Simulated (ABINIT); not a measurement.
The system is Al2O3 (Corundum).

```
Al O
1.0
     2.38025    1.37424    4.33187
    -2.38025    1.37424    4.33187
     0.00000   -2.74848    4.33187
Al O
4 6
Direct
  0.85216 0.85216 0.85216
  0.64784 0.64784 0.64784
  0.14784 0.14784 0.14784
  0.35216 0.35216 0.35216
  0.05668 0.75000 0.44332
  0.75000 0.44332 0.05668
  0.44332 0.05668 0.75000
  0.94332 0.25000 0.55668
  0.25000 0.55668 0.94332
  0.55668 0.94332 0.25000
```

Base run:

| Quantity | Value |
| --- | --- |
| Program | ABINIT 10.8.3 (patched build) |
| Functional | PBE |
| Potentials or basis | JTH PAW PBE v2.0 |
| Cutoff | 626 eV |
| k mesh | 7 × 7 × 7 |
| Occupations | fermi-dirac, width 0.05 eV |
| Spin | no spin polarisation |

Its results: band gap on the k mesh 6.20 eV, direct; pressure 7.3 GPa; largest force 0.071 eV/Å.

**Question.** The run is repeated on the same cell with these changes: functional from PBE to PBEsol. What comes out?

**Answer.** Band gap on the k mesh 6.10 eV, direct; pressure 2.8 GPa; largest force 0.113 eV/Å.

PBEsol binds more tightly than PBE, so the same cell stands under less pressure.

Caveats: an odd mesh through Γ misses points on the zone boundary, where band edges often lie (some runs); the PAW data sets were made with another functional, which shifts forces and pressure a little (some runs).
